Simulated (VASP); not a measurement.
Runs of VASP 6.6.1 on Cu. Symmetry: Im-3m, No. 229, cubic system. Conventional cell: a = 2.868 Å, b = 2.868 Å, c = 2.868 Å, α = 90.00°, β = 90.00°, γ = 90.00°. Cu (site symmetry m-3m) is surrounded by 8 Cu at 2.48 Å. This isn't the form of Cu at room conditions, which is fcc.

```tsv
task	level	potentials or basis	cell	k mesh	cutoff (eV)	mesh quality	gap on the mesh (eV)	pressure (GPa)	relaxed volume (Å³/atom)
single point	PBEsol	VASP PAW PBE potentials, release 64 (Cu)	as given	20 × 20 × 20	520	not flagged	none	-5.0	-
relaxation of cell and atoms	LDA	VASP PAW LDA potentials, release 64 (Cu)	relaxed	20 × 20 × 20	600	not flagged	none	-0.1	10.98
relaxation of cell and atoms	PBEsol	VASP PAW PBE potentials, release 64 (Cu)	relaxed	8 × 8 × 8	600	coarse	none	0.0	(a)
relaxation of cell and atoms	PBEsol	VASP PAW PBE potentials, release 64 (Cu)	relaxed	20 × 20 × 20	600	not flagged	none	0.0	11.41
relaxation of cell and atoms	PBEsol	VASP PAW PBE potentials, release 64 (Cu)	relaxed	20 × 20 × 20	580	not flagged	none	0.0	11.41
relaxation of cell and atoms	RPBE	VASP PAW PBE potentials, release 64 (Cu)	relaxed	20 × 20 × 20	600	not flagged	none	0.0	12.51
```

Alike in all rows: no spin polarisation; smearing gaussian 0.1 eV.

**Question.** Estimate the missing entries.

**Answer.** (a) 11.42.

Caveats: some runs use coarse meshes; the PAW data sets were made with another functional, which shifts forces and pressure a little (some runs).

A gap of «none» marks a metal or a gap under the smearing width.

Runs at the PBE level aren't shown here.
